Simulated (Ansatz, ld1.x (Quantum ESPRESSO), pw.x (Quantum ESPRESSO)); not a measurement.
## Equation-of-state test of one TM potential (In (Z = 49))

In, norm-conserving Troullier–Martins (Kleinman–Bylander form), made with ld1.x (Quantum ESPRESSO) 7.5 (PBE, scalar-relativistic). Core [Kr] 4d10, reference 5s2 5p0.75 (charge +0.25). Waves: 5s (bound): rc 2.20 bohr; 5p (bound): rc 2.70 bohr. Local part: the p channel. Core correction: none.

Atomic tests: cutoffs needed: 15 Ry and 30 Ry (the cutoffs (Ry, on a coarse ladder) from which the occupation-weighted sum of valence levels, in a spherical-Bessel basis at the reference potential, stays within 10 and 1 mRy of its value at 400 Ry); ghost test: no extra level below or beside the all-electron valence levels (s, p, d, f tested) (spherical-Bessel basis up to 400 Ry, 20 bohr box); largest excitation error: +123 meV (all-electron minus pseudo) for 5s0 5p3, out of 7 test configurations.

Crystal test: fcc In in pw.x 7.5, no spin, 12³ k-points, Fermi–Dirac smearing 0.01 Ry, cutoffs 40/160 Ry. The lattice is a test structure that the element need not adopt, and mesh and smearing are coarse.

pw.x input:

```
&control
  calculation='scf', prefix='x', pseudo_dir='./', outdir='./tmp', tstress=.true., disk_io='none'
/
&system
  ibrav=0, nat=1, ntyp=1, ecutwfc=40, ecutrho=160, nbnd=8,
  occupations='smearing', smearing='fd', degauss=0.01
/
&electrons
  conv_thr=1e-09, mixing_beta=0.4, electron_maxstep=70
/
ATOMIC_SPECIES
In 1.0 In.UPF
CELL_PARAMETERS angstrom
  0.00000000 2.40306322 2.40306322
  2.40306322 0.00000000 2.40306322
  2.40306322 2.40306322 0.00000000
ATOMIC_POSITIONS crystal
In 0.0000 0.0000 0.0000
K_POINTS automatic
12 12 12 0 0 0
```

```bash
pw.x < In.scf.in > In.scf.out
```

How does the run end?

It converges; the pressure is -9.74 GPa against -0.32 GPa from all-electron LAPW. This is a poor potential for the solid. The log shows:

```
Message from routine setup:
     using ibrav=0 with symmetry is DISCOURAGED, use correct ibrav instead
     lattice parameter (alat)  =       6.4221  a.u.
     unit-cell volume          =     187.2933 (a.u.)^3
     number of electrons       =         3.00
     number of Kohn-Sham states=            8
     kinetic-energy cutoff     =      40.0000  Ry
     charge density cutoff     =     160.0000  Ry
     scf convergence threshold =      1.0E-09
     Exchange-correlation= PBE
     number of k points=    72  Fermi-Dirac smearing, width (Ry)=  0.0100
     iteration #  1     ecut=    40.00 Ry     beta= 0.40
     total energy              =      -4.04176655 Ry
     estimated scf accuracy    <       0.00832638 Ry
     iteration #  2     ecut=    40.00 Ry     beta= 0.40
     total energy              =      -4.04147127 Ry
     estimated scf accuracy    <       0.00288834 Ry
     iteration #  3     ecut=    40.00 Ry     beta= 0.40
     total energy              =      -4.04149216 Ry
     estimated scf accuracy    <       0.00000169 Ry
     iteration #  4     ecut=    40.00 Ry     beta= 0.40
     total energy              =      -4.04149224 Ry
     estimated scf accuracy    <       0.00000019 Ry
     iteration #  5     ecut=    40.00 Ry     beta= 0.40
     the Fermi energy is     4.0210 ev
!    total energy              =      -4.04149225 Ry
     estimated scf accuracy    <          2.3E-10 Ry
     smearing contrib. (-TS)   =      -0.00233107 Ry
     The total energy is F=E-TS. E is the sum of the following terms:
     one-electron contribution =       1.87451837 Ry
     hartree contribution      =       0.01540716 Ry
     xc contribution           =      -1.38575201 Ry
     ewald contribution        =      -4.54333470 Ry
     convergence has been achieved in   5 iterations
          total   stress  (Ry/bohr**3)                   (kbar)     P=      -97.43
     Message from routine punch:
     Nothing written, as per user request (disk_io='none')
```
